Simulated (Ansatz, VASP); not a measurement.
**ZnSe (Stilleite): VASP beside Ansatz**

```
CELL_PARAMETERS angstrom
0.00000 2.87109 2.87109
2.87109 0.00000 2.87109
2.87109 2.87109 0.00000
ATOMIC_POSITIONS crystal
Se 0.75000 0.75000 0.75000
Zn 0.00000 0.00000 0.00000
```

Change from the starting cell: volume scaled by 1.04.

Alike in both runs: task single point; functional PBEsol; k mesh 8 × 8 × 8; occupations fermi-dirac, width 0.05 eV; no spin polarisation.

|  | VASP | Ansatz |
| --- | --- | --- |
| version | VASP 6.6.1 | Ansatz 0.2.0 |
| potentials or method | VASP PAW PBE potentials, release 64 (Se, Zn), cutoff 520 eV | all-electron LAPW, scalar-relativistic |

Ansatz gave:

- gap on the k mesh at the Fermi level (eV): 1.02
- least direct gap on the mesh (eV): 1.02
- pressure (GPa): -3.3

Problem. What did VASP give for the same quantities?

Solution. gap on the k mesh at the Fermi level (eV): 1.02; least direct gap on the mesh (eV): 1.02; pressure (GPa): -3.1.

Ansatz ran all-electron here, so the differences hold the error of VASP's frozen core and of both bases.

Caveats: the PAW data sets were made with another functional, which shifts forces and pressure a little (VASP).
